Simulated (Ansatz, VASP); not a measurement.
BeTe in VASP and in Ansatz

The input INCAR:

```
PREC     = Accurate       # precision mode
ENCUT    = 600            # plane-wave cutoff, eV
EDIFF    = 1E-6           # SCF threshold, eV
ISMEAR   = 0              # smearing method
SIGMA    = 0.1            # smearing width, eV
LREAL    = False          # projectors in reciprocal space
LASPH    = True           # aspherical terms in the spheres
NELM     = 100            # most SCF steps
ALGO     = Normal         # electronic algorithm
ISIF     = 3              # what is computed and relaxed
LWAVE    = False          # write WAVECAR
LCHARG   = False          # write CHGCAR
GGA      = PE             # functional
IBRION   = 2              # ionic algorithm
NSW      = 100            # ionic steps
EDIFFG   = -0.01          # ionic threshold
```

Contents of KPOINTS:

```
regular mesh
0
Gamma
  18 18 18
```

POSCAR

```
BeTe
1.0
    0.0000000000      2.6816184107      2.6816184107
    2.6816184107      0.0000000000      2.6816184107
    2.6816184107      2.6816184107      0.0000000000
Be Te
1 1
Direct
    0.5000000000      0.5000000000      0.5000000000
    0.0000000000      0.0000000000      0.0000000000
```

Input for Ansatz:

```yaml
crystal:
  lattice:
    - [0.0, 2.6816184107, 2.6816184107]
    - [2.6816184107, 0.0, 2.6816184107]
    - [2.6816184107, 2.6816184107, 0.0]
  atoms:
    - { symbol: Be, position: [0.5, 0.5, 0.5] }
    - { symbol: Te, position: [0.0, 0.0, 0.0] }
basis:
  ecutwfc: 420
kpoints:
  mp_grid: { grid: [18, 18, 18] }
hamiltonian:
  xc: pbe
scf:
  occupations: { method: gaussian, width: 0.1 }
output:
  forces: true
  stress: true
  eigenvalues: true
  write_density: true
  write_potential: true
  elf: true
  volumetric_format: npy
relax:
  adjacent_minimum: "off"
  f_tol: 0.01
  max_steps: 80
  cell: { stress_tol: 0.05 }
```

Alike in both runs: task relaxation of cell and atoms; functional PBE; k mesh 18 × 18 × 18; occupations gaussian, width 0.1 eV; no spin polarisation.

|  | VASP | Ansatz |
| --- | --- | --- |
| version | VASP 6.6.1 | Ansatz 0.2.0 |
| potentials or method | VASP PAW PBE potentials, release 64 (Be, Te) | scalar-relativistic, plane waves, PAW |
| plane-wave cutoff (eV) | 600 | 420 |
| valence electrons in the cell | 8 | 18 |

Ansatz gave:

- gap on the k mesh at the Fermi level, each at its own relaxed structure (eV): none
- relaxed volume (Å³/atom): 19.26
- relaxed cell length with the largest relative difference (Å): 3.791

Question: What did VASP give for the same quantities?

Answer: gap on the k mesh at the Fermi level, each at its own relaxed structure (eV): none; relaxed volume (Å³/atom): 19.28; relaxed cell length with the largest relative difference (Å): 3.792.

A gap of «none» marks a metal or a gap that the smearing closes. The two sets of potentials don't hold the same shells in valence.

Caveats: the relaxation stopped at its first step, so nothing moved. The runs have no spin-orbit coupling, so splittings on Te are missing.
